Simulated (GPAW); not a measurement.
Write an ASE script for GPAW 26.7.0 that does the following.

```
Task                : relaxation of cell and atoms
Functional          : PBEsol
Potentials or basis : PAW data sets generated in the run's folder for this functional
Cutoff              : 800 eV
Basis               : pw
k mesh              : 7 × 7 × 4
Occupations         : fermi-dirac, width 0.05 eV
Spin                : no spin polarisation
Maxiter             : 150
Optimizer           : BFGS
Fmax                : 0.02 eV/Å
Max steps           : 60
Convergence         : density=1e-05 forces=0.0001
```

SiC (Moissanite):

```
CELL_PARAMETERS angstrom
3.07600 0.00000 0.00000
-1.53800 2.66389 0.00000
0.00000 0.00000 5.04800
ATOMIC_POSITIONS crystal
Si 0.66667 0.33333 0.50000
Si 0.33333 0.66667 0.00000
C 0.66667 0.33333 0.88500
C 0.33333 0.66667 0.38500
```

These files were run (other wordings do the same):

run.py

```python
from ase import Atoms
from ase.filters import FrechetCellFilter
from ase.io import write
from ase.optimize import BFGS
from gpaw import GPAW, PW, setup_paths

setup_paths.insert(0, '.')

atoms = Atoms(['Si', 'Si', 'C', 'C'],
              cell=[[3.076, 0.0, 0.0],
                    [-1.538, 2.663894142, 0.0],
                    [0.0, 0.0, 5.048]],
              scaled_positions=[[0.6666666667, 0.3333333333, 0.5],
                                [0.3333333333, 0.6666666667, 0.0],
                                [0.6666666667, 0.3333333333, 0.885],
                                [0.3333333333, 0.6666666667, 0.385]],
              pbc=True)

calc = GPAW(mode=PW(800),
            xc='PBEsol',
            kpts={'size': (7, 7, 4), 'gamma': True},
            occupations={'name': 'fermi-dirac', 'width': 0.05},
            nbands=18,
            convergence={'density': 1e-05, 'forces': 0.0001},
            maxiter=150,
            txt='gpaw.txt')
atoms.calc = calc
opt = BFGS(FrechetCellFilter(atoms), trajectory='relax.traj', logfile='-')
done = opt.run(fmax=0.02, steps=60)
calc.write('gs.gpw')
write('result.traj', atoms)
print('Converged:', done)
print('Cell:', atoms.cell.cellpar().round(4))
print('Volume:', round(atoms.get_volume(), 4))
print(atoms.get_scaled_positions().round(5))
```

Potentials or basis: PAW data sets generated in the run's folder for this functional, pw.

Launch:

```bash
$ gpaw-setup -f PBEsol C Si
$ OMP_NUM_THREADS=1 python run.py
```

It gave:

- Relaxed volume: 10.39 Å³/atom
- Relaxed cell: a = 3.082 Å, b = 3.082 Å, c = 5.054 Å, α = 90.00°, β = 90.00°, γ = 120.00°
- Space group after relaxing (to 0.05 Å): P6_3mc (No. 186)
- Energy gained by relaxing: 9.4 meV/atom
- Ionic steps: 6
- Pressure after relaxing: 0.0 GPa
- Largest force after relaxing: 0.017 eV/Å
- Band gap on the k mesh: 2.45 eV, indirect (least direct gap 3.90 eV)

Caveat: later steps reuse the first step's grids; an odd mesh through Γ misses points on the zone boundary, where band edges often lie.

Wall time 120 s on 1 thread of Arm Neoverse V1 (shared host), peak memory 0.23 GiB.
